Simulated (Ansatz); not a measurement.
A surface is cut from this relaxed crystal of TiSi2:

```xyz
6
Lattice="0.0000 4.1160 4.2581 2.3903 0.0000 4.2581 2.3903 4.1160 0.0000" Properties=species:S:1:pos:R:3 pbc="T T T"
Ti    3.5855    6.1740    6.3872
Ti    2.3903    4.1160    4.2581
Si    1.1952    0.7189    2.1291
Si    1.1952    3.3971    2.1291
Si    2.3903    1.3391    4.2581
Si    2.3903    6.8929    4.2581
```

Miller indices refer to the conventional cell of Fddd (No. 70), a = 4.781 Å, b = 8.232 Å, c = 8.516 Å, α = 90.00°, β = 90.00°, γ = 90.00°.

Theory: DFT r2SCAN, scalar-relativistic, plane waves, PAW in Ansatz. Cutoff 500 eV, Gaussian smearing of 0.10 eV, no spin polarisation. A dipole correction acts along the normal.

A relaxed slab with low-index faces, about a nanometre thick, has these properties:

```json
{
  "Surface energy (mean of both faces)": "2.48 J/m²",
  "Work function": "2.81 eV (top), 4.49 eV (bottom)",
  "Dipole of the slab along +c, per cell": "0.26 e·Å"
}
```

**Question.** Which low-index plane was cut, and which atoms end it?

**Answer.** The (011) plane, with Ti in the top plane and Si in the bottom one as cut, before relaxation. The planes from bottom to top: Si2, Si2, Ti2, Si2, Si2, Ti2, Si2, Si2, Ti2, Si2, Si2, Ti2.